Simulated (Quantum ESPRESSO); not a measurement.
# Ir (P6_3/mmc) in Quantum ESPRESSO: reference runs

Aim: a first look at Ir with PBEsol, on the cell as given and on a disturbed one.

All numbers are computed with Quantum ESPRESSO 7.5; they aren't measurements. Logs are shortened: lines on timing, memory, paths and dates and some standing lists are left out, and cuts for length are marked.

## Step 1: Starting point

The structure is hexagonal, space group P6_3/mmc (No. 194). The conventional cell has a = 2.751 Å, b = 2.751 Å, c = 4.462 Å, α = 90.00°, β = 90.00°, γ = 120.00°. Ir (site symmetry -6m2) has 12 Ir at 2.74 to 2.75 Å as nearest neighbours.

This isn't the form of Ir at room conditions, which is fcc.

## Step 2: Single point, PBEsol

The input, pw.in:

```
&CONTROL
  calculation = 'scf'
  prefix = 'pwscf'
  outdir = './tmp'
  pseudo_dir = './pseudo'
  tprnfor = .true.
  tstress = .true.
  disk_io = 'low'
/
&SYSTEM
  ibrav = 0
  celldm(1) = 8
  nat = 2
  ntyp = 1
  ecutwfc = 45
  ecutrho = 360
  nbnd = 22
  occupations = 'smearing'
  smearing = 'fd'
  degauss = 0.00367493
/
&ELECTRONS
  conv_thr = 4d-10
  electron_maxstep = 120
  mixing_beta = 0.5
/
ATOMIC_SPECIES
Ir   192.2170 ir_pbesol_v1.2.uspp.F.UPF
CELL_PARAMETERS alat
  0.6499188357679   0.0000000000000   0.0000000000000
 -0.3249594178840   0.5628462221649   0.0000000000000
  0.0000000000000   0.0000000000000   1.0540632485820
ATOMIC_POSITIONS crystal
Ir     0.3333333333    0.6666666667    0.2500000000
Ir     0.6666666667    0.3333333333    0.7500000000
K_POINTS automatic
11 11 6 0 0 0
```

The input, pp_density.in:

```
&INPUTPP
  prefix = 'pwscf'
  outdir = './tmp'
  filplot = 'density.dat'
  plot_num = 0
/
&PLOT
  nfile = 1
  filepp(1) = 'density.dat'
  iflag = 3
  output_format = 6
  fileout = 'density.cube'
/
```

The input, pp_potential.in:

```
&INPUTPP
  prefix = 'pwscf'
  outdir = './tmp'
  filplot = 'potential.dat'
  plot_num = 11
/
&PLOT
  nfile = 1
  filepp(1) = 'potential.dat'
  iflag = 3
  output_format = 6
  fileout = 'potential.cube'
/
```

Potentials or basis: GBRV 1.5 PBEsol.

Started as:

```console
$ OMP_NUM_THREADS=1 mpirun -n 2 pw.x -nk 2 -in pw.in > pw.out
$ OMP_NUM_THREADS=1 mpirun -n 1 pp.x -in pp_density.in > pp_density.out
$ OMP_NUM_THREADS=1 mpirun -n 1 pp.x -in pp_potential.in > pp_potential.out
```

pw.out:

```text
This program is part of the open-source Quantum ESPRESSO suite
     for quantum simulation of materials; please cite
[... 13 lines left out ...]
     --------------------
     sticks:   dense  smooth     PW     G-vecs:    dense   smooth      PW
     Sum         673     337    109                22695     8053    1437

     Using Slab Decomposition

     bravais-lattice index     =            0
     lattice parameter (alat)  =       8.0000  a.u.
     unit-cell volume          =     197.4174 (a.u.)^3
     number of atoms/cell      =            2
     number of atomic types    =            1
     number of electrons       =        30.00
     number of Kohn-Sham states=           22
     kinetic-energy cutoff     =      45.0000  Ry
     charge density cutoff     =     360.0000  Ry
     scf convergence threshold =      4.0E-10
     mixing beta               =       0.5000
     number of iterations used =            8  plain     mixing
     Exchange-correlation= SLA  PW   PSX  PSC
                           (   1   4  10   8   0   0   0)

     celldm(1)=   8.000000  celldm(2)=   0.000000  celldm(3)=   0.000000
     celldm(4)=   0.000000  celldm(5)=   0.000000  celldm(6)=   0.000000

     crystal axes: (cart. coord. in units of alat)
               a(1) = (   0.649919   0.000000   0.000000 )
               a(2) = (  -0.324959   0.562846   0.000000 )
               a(3) = (   0.000000   0.000000   1.054063 )

     reciprocal axes: (cart. coord. in units 2 pi/alat)
               b(1) = (  1.538654  0.888342 -0.000000 )
               b(2) = (  0.000000  1.776684  0.000000 )
               b(3) = (  0.000000 -0.000000  0.948710 )

     PseudoPot. # 1 for Ir read from file:
     ir_pbesol_v1.2.uspp.F.UPF
     Pseudo is Ultrasoft + core correction, Zval = 15.0
     Generated by new atomic code, or converted to UPF format
     Using radial grid of  983 points,  7 beta functions with:
                l(1) =   0
                l(2) =   0
                l(3) =   1
                l(4) =   1
                l(5) =   1
                l(6) =   2
                l(7) =   2
     Q(r) pseudized with  8 coefficients,  rinner =    1.400   1.400   1.400
                                                       1.400   1.400

     atomic species   valence    mass     pseudopotential
     Ir               15.00   192.21700     Ir( 1.00)

     24 Sym. Ops., with inversion, found (12 have fractional translation)

   Cartesian axes

     site n.     atom                  positions (alat units)
         1        Ir     tau(   1) = (  -0.0000000   0.3752308   0.2635158  )
         2        Ir     tau(   2) = (   0.3249594   0.1876154   0.7905474  )

     number of k points=    64  Fermi-Dirac smearing, width (Ry)=  0.0037
                       cart. coord. in units 2pi/alat
        k(    1) = (   0.0000000   0.0000000   0.0000000), wk =   0.0027548
        k(    2) = (   0.0000000   0.0000000   0.1581183), wk =   0.0055096
        k(    3) = (   0.0000000   0.0000000   0.3162366), wk =   0.0055096
        k(    4) = (   0.0000000   0.0000000  -0.4743548), wk =   0.0027548
        k(    5) = (   0.0000000   0.1615167   0.0000000), wk =   0.0165289
        k(    6) = (   0.0000000   0.1615167   0.1581183), wk =   0.0330579
[... 56 lines left out ...]
        k(   63) = (   0.4196328   0.8883421   0.3162366), wk =   0.0330579
        k(   64) = (   0.4196328   0.8883421  -0.4743548), wk =   0.0165289

     Dense  grid:    22695 G-vectors     FFT dimensions: (  32,  32,  54)

     Smooth grid:     8053 G-vectors     FFT dimensions: (  24,  24,  40)

     Initial potential from superposition of free atoms

     starting charge      28.9999, renormalised to      30.0000

     negative rho (up, down):  7.467E-01 0.000E+00
     Starting wfcs are   24 randomized atomic wfcs

     Self-consistent Calculation

     iteration #  1     ecut=    45.00 Ry     beta= 0.50
     Davidson diagonalization with overlap
     ethr =  1.00E-02,  avg # of iterations =  4.5

     negative rho (up, down):  6.490E-01 0.000E+00

     total energy              =    -363.05840740 Ry
     estimated scf accuracy    <       1.41382407 Ry

     iteration #  2     ecut=    45.00 Ry     beta= 0.50
     Davidson diagonalization with overlap
     ethr =  4.71E-03,  avg # of iterations =  2.0

     negative rho (up, down):  6.347E-01 0.000E+00

     total energy              =    -363.30682576 Ry
     estimated scf accuracy    <       0.00984939 Ry

     iteration #  3     ecut=    45.00 Ry     beta= 0.50
     Davidson diagonalization with overlap
     ethr =  3.28E-05,  avg # of iterations =  7.7

     negative rho (up, down):  6.291E-01 0.000E+00

     total energy              =    -363.30842219 Ry
     estimated scf accuracy    <       0.00138684 Ry

     iteration #  4     ecut=    45.00 Ry     beta= 0.50
     Davidson diagonalization with overlap
     ethr =  4.62E-06,  avg # of iterations =  4.0

     negative rho (up, down):  6.283E-01 0.000E+00

     total energy              =    -363.30857089 Ry
     estimated scf accuracy    <       0.00010469 Ry

     iteration #  5     ecut=    45.00 Ry     beta= 0.50
     Davidson diagonalization with overlap
     ethr =  3.49E-07,  avg # of iterations =  3.9

     negative rho (up, down):  6.289E-01 0.000E+00

     total energy              =    -363.30860236 Ry
     estimated scf accuracy    <       0.00001361 Ry

     iteration #  6     ecut=    45.00 Ry     beta= 0.50
     Davidson diagonalization with overlap
     ethr =  4.54E-08,  avg # of iterations =  3.0

     negative rho (up, down):  6.290E-01 0.000E+00

     total energy              =    -363.30860454 Ry
     estimated scf accuracy    <       0.00000023 Ry

     iteration #  7     ecut=    45.00 Ry     beta= 0.50
     Davidson diagonalization with overlap
     ethr =  7.53E-10,  avg # of iterations =  2.2

     negative rho (up, down):  6.290E-01 0.000E+00

     total energy              =    -363.30860460 Ry
     estimated scf accuracy    <          8.1E-09 Ry

     iteration #  8     ecut=    45.00 Ry     beta= 0.50
     Davidson diagonalization with overlap
     ethr =  2.71E-11,  avg # of iterations =  2.1

     negative rho (up, down):  6.290E-01 0.000E+00

     End of self-consistent calculation

          k = 0.0000 0.0000 0.0000 (  1003 PWs)   bands (ev):

   -26.2487 -25.6231 -25.6231 -25.5337 -25.5193 -25.5193  12.9663  15.9874
    20.0621  20.1656  20.1656  20.7910  20.7910  21.5525  21.5525  23.0927
    24.0831  24.0831  30.6331  34.5703  34.5730  37.5767

          k = 0.0000 0.0000 0.1581 (  1014 PWs)   bands (ev):

   -26.2026 -25.6162 -25.6162 -25.5834 -25.5263 -25.5263  13.2684  15.9954
    19.9268  20.0494  20.0494  20.6419  20.6419  21.9000  21.9000  22.0583
    24.0666  24.0666  32.1259  34.5702  34.5741  37.0714

          k = 0.0000 0.0000 0.3162 (  1032 PWs)   bands (ev):

   -26.0753 -25.7180 -25.5973 -25.5973 -25.5454 -25.5454  14.0992  15.8509
    19.6415  19.9509  19.9509  20.3230  20.3230  20.4159  22.6285  22.6285
    23.8797  23.8797  34.5597  34.5699  35.2082  36.7752

          k = 0.0000 0.0000-0.4744 (  1038 PWs)   bands (ev):

   -25.8985 -25.8985 -25.5714 -25.5714 -25.5714 -25.5714  15.1596  15.1596
    19.5958  19.5958  20.0486  20.0486  20.0486  20.0486  23.3717  23.3717
    23.3717  23.3717  34.5692  34.5692  36.9880  36.9880

          k = 0.0000 0.1615 0.0000 (  1031 PWs)   bands (ev):

   -26.2306 -25.6649 -25.6366 -25.5628 -25.5414 -25.5262  13.2789  16.2607
    19.6466  20.4238  20.4986  20.6543  21.0323  21.1356  21.3649  21.9551
    24.1912  25.7281  30.5866  34.5702  34.5730  38.1292

          k = 0.0000 0.1615 0.1581 (  1019 PWs)   bands (ev):

   -26.1875 -25.6567 -25.6293 -25.6100 -25.5486 -25.5337  13.5737  16.2809
    19.6572  20.1363  20.2685  20.2850  20.8674  21.3637  21.7748  21.8850
    24.1468  25.0603  32.1544  34.5702  34.5741  37.6291

          k = 0.0000 0.1615 0.3162 (  1022 PWs)   bands (ev):

   -26.0688 -25.7359 -25.6335 -25.6092 -25.5712 -25.5540  14.3892  16.1559
    19.5694  19.5960  19.7743  20.1542  20.5412  20.6635  22.5470  22.6312
    23.8976  24.2626  34.5595  34.5699  35.1877  37.3024

          k = 0.0000 0.1615-0.4744 (  1010 PWs)   bands (ev):

   -25.9039 -25.9039 -25.6024 -25.6024 -25.5816 -25.5816  15.4500  15.4500
    19.2650  19.2650  20.0789  20.0789  20.2579  20.2579  23.3306  23.3306
    23.4964  23.4964  34.5691  34.5691  37.2938  37.2938

          k = 0.0000 0.3230 0.0000 (  1021 PWs)   bands (ev):

   -26.1794 -25.7768 -25.6774 -25.6719 -25.5647 -25.5457  14.1461  16.9052
    19.1604  19.8133  20.2052  20.9370  21.1678  21.1849  21.3783  21.7222
    24.4057  27.9431  30.4362  34.5700  34.5726  38.4352

          k = 0.0000 0.3230 0.1581 (  1022 PWs)   bands (ev):

   -26.1469 -25.7639 -25.7110 -25.6635 -25.5785 -25.5542  14.4083  16.9671
    19.2222  19.3509  20.0066  20.7020  20.9287  21.4456  21.7736  21.9039
    24.3009  26.6146  32.2640  34.5700  34.5738  38.4043

          k = 0.0000 0.3230 0.3162 (  1015 PWs)   bands (ev):

   -26.0576 -25.8091 -25.7211 -25.6406 -25.6167 -25.5774  15.1423  16.9088
    18.7056  19.3194  19.5465  20.5426  20.6382  21.1515  22.4757  22.7515
    23.9279  25.0806  34.5572  34.5697  35.0763  38.3529

          k = 0.0000 0.3230-0.4744 (  1012 PWs)   bands (ev):

   -25.9340 -25.9340 -25.6693 -25.6693 -25.6091 -25.6091  16.1516  16.1516
    18.7938  18.7938  19.9593  19.9593  20.8149  20.8149  23.2726  23.2726
    23.8328  23.8328  34.5687  34.5687  37.5605  37.5605
[... 267 lines left out ...]
   -26.0493 -25.9863 -25.9059 -25.8688 -25.7665 -25.7369  17.3947  17.7330
    18.2482  18.6877  19.5512  20.2499  21.1573  23.0502  24.2144  24.4026
    27.0066  29.4899  31.0314  33.3591  34.5708  34.5746

          k = 0.4196 0.7268 0.1581 (   997 PWs)   bands (ev):

   -26.0545 -26.0461 -25.9004 -25.8448 -25.7667 -25.6995  17.4158  17.6697
    18.4379  18.5119  19.9165  19.9701  21.1163  23.1161  23.6308  24.6098
    27.1914  29.7867  31.6227  32.0479  34.5705  36.3655

          k = 0.4196 0.7268 0.3162 (  1000 PWs)   bands (ev):

   -26.1002 -26.0826 -25.9104 -25.8385 -25.7167 -25.6605  17.4265  17.4975
    18.5738  18.9285  19.5093  20.1661  21.1023  22.3112  23.7229  24.7774
    27.6136  29.6937  31.3189  32.7835  34.5700  34.5742

          k = 0.4196 0.7268-0.4744 (  1016 PWs)   bands (ev):

   -26.1102 -26.1102 -25.8780 -25.8780 -25.6655 -25.6655  17.4157  17.4157
    18.8717  18.8717  19.8265  19.8265  21.4088  21.4088  24.4263  24.4263
    28.4095  28.4095  32.6371  32.6371  34.5763  34.5763

          k = 0.4196 0.8883 0.0000 (  1004 PWs)   bands (ev):

   -26.0566 -25.9499 -25.9288 -25.8543 -25.8032 -25.7816  17.2971  18.0083
    18.1131  19.0582  19.6614  19.9541  21.4316  23.6019  24.0611  24.1558
    28.1195  28.1545  30.1063  34.5676  34.5694  35.2189

          k = 0.4196 0.8883 0.1581 (  1000 PWs)   bands (ev):

   -26.0630 -25.9981 -25.9710 -25.8257 -25.7843 -25.7305  17.3638  18.0579
    18.1445  18.7931  19.7004  20.0523  21.4134  23.5100  23.6945  24.1993
    28.3744  28.4525  30.8017  34.4616  34.5217  34.5992

          k = 0.4196 0.8883 0.3162 (  1008 PWs)   bands (ev):

   -26.0945 -26.0675 -25.9624 -25.8655 -25.7038 -25.6752  17.4375  17.9609
    18.4010  18.6354  19.7090  20.0868  21.4239  22.3536  23.9231  24.3109
    29.0765  29.4125  31.8924  32.9793  33.0040  34.5750

          k = 0.4196 0.8883-0.4744 (  1014 PWs)   bands (ev):

   -26.1037 -26.1037 -25.9164 -25.9164 -25.6634 -25.6634  17.6079  17.6079
    18.7159  18.7159  19.8413  19.8413  21.6205  21.6205  24.1781  24.1781
    30.0805  30.0805  31.5028  31.5028  34.1496  34.1496

     the Fermi energy is    23.8108 ev

!    total energy              =    -363.30860461 Ry
     estimated scf accuracy    <          4.0E-11 Ry
     smearing contrib. (-TS)   =      -0.00188086 Ry
     internal energy E=F+TS    =    -363.30672374 Ry

     The total energy is F=E-TS. E is the sum of the following terms:
     one-electron contribution =     -18.06701021 Ry
     hartree contribution      =      36.27720456 Ry
     xc contribution           =    -100.29734085 Ry
     ewald contribution        =    -281.21957724 Ry

     convergence has been achieved in   8 iterations

     negative rho (up, down):  6.290E-01 0.000E+00

     Forces acting on atoms (cartesian axes, Ry/au):

     atom    1 type  1   force =     0.00000000    0.00000000    0.00000000
     atom    2 type  1   force =    -0.00000000   -0.00000000    0.00000000

     Total force =     0.000000     Total SCF correction =     0.000000

     Computing stress (Cartesian axis) and pressure

     negative rho (up, down):  6.290E-01 0.000E+00
          total   stress  (Ry/bohr**3)                   (kbar)     P=     -123.84
  -0.00082903  -0.00000000   0.00000000         -121.95       -0.00        0.00
  -0.00000000  -0.00082903   0.00000000           -0.00     -121.95        0.00
   0.00000000   0.00000000  -0.00086742            0.00        0.00     -127.60

=------------------------------------------------------------------------------=
   JOB DONE.
=------------------------------------------------------------------------------=
```

Run time: 12 s. Hardware: 2 MPI ranks of Arm Neoverse V2, shared host; peak memory 0.2 GiB.

Results:

* Free energy: -4943.0654 eV
* Pressure: -12.4 GPa
* Band gap on the k mesh: none (metal or under the smearing width)

Stress tensor (GPa, compression positive):
```
-12.20   0.00   0.00
  0.00 -12.20   0.00
  0.00   0.00 -12.76
```

Levels at points of the mesh, in eV from the Fermi level:
| k point | band 11 | band 12 | band 13 | band 14 | band 15 | band 16 | band 17 | band 18 | band 19 | band 20 |
| --- | --- | --- | --- | --- | --- | --- | --- | --- | --- | --- |
| (0.00, 0.00, 0.00) | -3.65 | -3.02 | -3.02 | -2.26 | -2.26 | -0.72 | 0.27 | 0.27 | 6.82 | 10.76 |
| (0.00, 0.00, -0.50) | -3.76 | -3.76 | -3.76 | -3.76 | -0.44 | -0.44 | -0.44 | -0.44 | 10.76 | 10.76 |

## Step 3: Single point, PBEsol (atoms moved at random, drawn with an rms of 0.05 Å)

The input, pw.in:

```
&CONTROL
  calculation = 'scf'
  prefix = 'pwscf'
  outdir = './tmp'
  pseudo_dir = './pseudo'
  tprnfor = .true.
  tstress = .true.
  disk_io = 'nowf'
/
&SYSTEM
  ibrav = 0
  nat = 2
  ntyp = 1
  ecutwfc = 45
  ecutrho = 360
  nbnd = 22
  occupations = 'smearing'
  smearing = 'fd'
  degauss = 0.00367493
/
&ELECTRONS
  conv_thr = 4d-10
  electron_maxstep = 120
  mixing_beta = 0.5
/
ATOMIC_SPECIES
Ir   192.2170 ir_pbesol_v1.2.uspp.F.UPF
CELL_PARAMETERS angstrom
   2.7513778946    0.0000000000    0.0000000000
  -1.3756889473    2.3827631521    0.0000000000
   0.0000000000    0.0000000000    4.4622900000
ATOMIC_POSITIONS crystal
Ir     0.3444510000    0.6613210000    0.2571310000
Ir     0.6490330000    0.3450400000    0.7464990000
K_POINTS automatic
11 11 6 0 0 0
```

Potentials or basis: GBRV 1.5 PBEsol.

Started as:

```console
$ OMP_NUM_THREADS=1 mpirun -n 2 pw.x -nk 2 -in pw.in > pw.out
```

pw.out:

```text
This program is part of the open-source Quantum ESPRESSO suite
     for quantum simulation of materials; please cite
[... 10 lines left out ...]
     --------------------
     sticks:   dense  smooth     PW     G-vecs:    dense   smooth      PW
     Sum         673     337    109                22695     8053    1437

     Using Slab Decomposition

     bravais-lattice index     =            0
     lattice parameter (alat)  =       5.1994  a.u.
     unit-cell volume          =     197.4174 (a.u.)^3
     number of atoms/cell      =            2
     number of atomic types    =            1
     number of electrons       =        30.00
     number of Kohn-Sham states=           22
     kinetic-energy cutoff     =      45.0000  Ry
     charge density cutoff     =     360.0000  Ry
     scf convergence threshold =      4.0E-10
     mixing beta               =       0.5000
     number of iterations used =            8  plain     mixing
     Exchange-correlation= SLA  PW   PSX  PSC
                           (   1   4  10   8   0   0   0)

     celldm(1)=   5.199351  celldm(2)=   0.000000  celldm(3)=   0.000000
     celldm(4)=   0.000000  celldm(5)=   0.000000  celldm(6)=   0.000000

     crystal axes: (cart. coord. in units of alat)
               a(1) = (   1.000000   0.000000   0.000000 )
               a(2) = (  -0.500000   0.866025   0.000000 )
               a(3) = (   0.000000   0.000000   1.621838 )

     reciprocal axes: (cart. coord. in units 2 pi/alat)
               b(1) = (  1.000000  0.577350 -0.000000 )
               b(2) = (  0.000000  1.154701  0.000000 )
               b(3) = (  0.000000 -0.000000  0.616584 )

     PseudoPot. # 1 for Ir read from file:
     ir_pbesol_v1.2.uspp.F.UPF
     Pseudo is Ultrasoft + core correction, Zval = 15.0
[... 34 lines left out ...]

     negative rho (up, down):  7.425E-01 0.000E+00
     Starting wfcs are   24 randomized atomic wfcs

     Self-consistent Calculation

     iteration #  1     ecut=    45.00 Ry     beta= 0.50
     Davidson diagonalization with overlap
     ethr =  1.00E-02,  avg # of iterations =  4.4

     negative rho (up, down):  6.467E-01 0.000E+00
[... 10 lines left out ...]
     total energy              =    -363.30348739 Ry
     estimated scf accuracy    <       0.01072150 Ry

     iteration #  3     ecut=    45.00 Ry     beta= 0.50
     Davidson diagonalization with overlap
     c_bands:  1 eigenvalues not converged
     ethr =  3.57E-05,  avg # of iterations =  8.8

     negative rho (up, down):  6.284E-01 0.000E+00

     total energy              =    -363.30536185 Ry
     estimated scf accuracy    <       0.00186417 Ry
[... 46 lines left out ...]
     iteration #  9     ecut=    45.00 Ry     beta= 0.50
     Davidson diagonalization with overlap
     ethr =  1.62E-11,  avg # of iterations =  3.3

     negative rho (up, down):  6.264E-01 0.000E+00

     End of self-consistent calculation

     Number of k-points >= 100: set verbosity='high' to print the bands.

     the Fermi energy is    23.8228 ev

!    total energy              =    -363.30563687 Ry
     estimated scf accuracy    <          2.7E-10 Ry
     smearing contrib. (-TS)   =      -0.00180103 Ry
     internal energy E=F+TS    =    -363.30383584 Ry

     The total energy is F=E-TS. E is the sum of the following terms:
     one-electron contribution =     -18.32667313 Ry
     hartree contribution      =      36.40923080 Ry
     xc contribution           =    -100.30279313 Ry
     ewald contribution        =    -281.08360038 Ry

     convergence has been achieved in   9 iterations

     negative rho (up, down):  6.264E-01 0.000E+00

     Forces acting on atoms (cartesian axes, Ry/au):

     atom    1 type  1   force =    -0.01871369    0.00776901   -0.02084137
     atom    2 type  1   force =     0.01871369   -0.00776901    0.02084137

     Total force =     0.041108     Total SCF correction =     0.000037

     Computing stress (Cartesian axis) and pressure

     negative rho (up, down):  6.264E-01 0.000E+00
          total   stress  (Ry/bohr**3)                   (kbar)     P=     -114.50
  -0.00076706  -0.00004652   0.00007779         -112.84       -6.84       11.44
  -0.00004652  -0.00081337  -0.00003487           -6.84     -119.65       -5.13
   0.00007779  -0.00003487  -0.00075458           11.44       -5.13     -111.00

=------------------------------------------------------------------------------=
   JOB DONE.
=------------------------------------------------------------------------------=
```

Wall time 55 s (2 MPI ranks of Arm Neoverse V2, shared host); peak memory 0.3 GiB.

What came out:

```
Free energy            : -4943.0250 eV
Pressure               : -11.4 GPa
Largest force          : 0.747 eV/Å
Band gap on the k mesh : none (metal or under the smearing width)
```

Forces in eV/Å, atoms in the order of the input:
```
Ir  -0.481  0.200 -0.536
Ir   0.481 -0.200  0.536
```

The run has no spin-orbit coupling, so splittings on Ir are missing.
